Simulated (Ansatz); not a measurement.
Strain response of TiC

These are results of DFT r2SCAN, scalar-relativistic, plane waves, PAW in Ansatz, not measurements. (500 eV cutoff, 18×18×12 k-mesh, Gaussian smearing of 0.10 eV, no spin polarisation)

Starting point, cell and atoms relaxed:

```
CELL_PARAMETERS angstrom
2.16391 2.16391 0.00000
-2.16391 2.16391 0.00000
0.00000 0.00000 4.32783
ATOMIC_POSITIONS crystal
Ti 0.00000 0.00000 0.00000
Ti 0.50000 0.50000 0.50000
C 0.50000 0.50000 0.00000
C 0.00000 0.00000 0.50000
```

Deformation: all cell vectors scaled alike, the atoms relaxed, all within the symmetry that the strain leaves. Energies are extrapolated to zero smearing.

```tsv
strain (%)	ΔE (meV/atom)	a (Å)	b (Å)	c (Å)
-6.0	322.4	2.877	2.877	4.068
-4.0	134.7	2.938	2.938	4.155
-2.0	31.7	2.999	2.999	4.241
+0.0	0.0	3.060	3.060	4.328
+2.0	28.2	3.121	3.121	4.414
+4.0	106.4	3.183	3.183	4.501
+6.0	225.9	3.244	3.244	4.588
```

**Question.** What stiffness (1/V) d²E/dε² at zero strain does a cubic fit over all points give?

**Answer.** A cubic fit gives (1/V) d²E/dε² = 2411 GPa at zero strain (nine times the bulk modulus at fixed shape).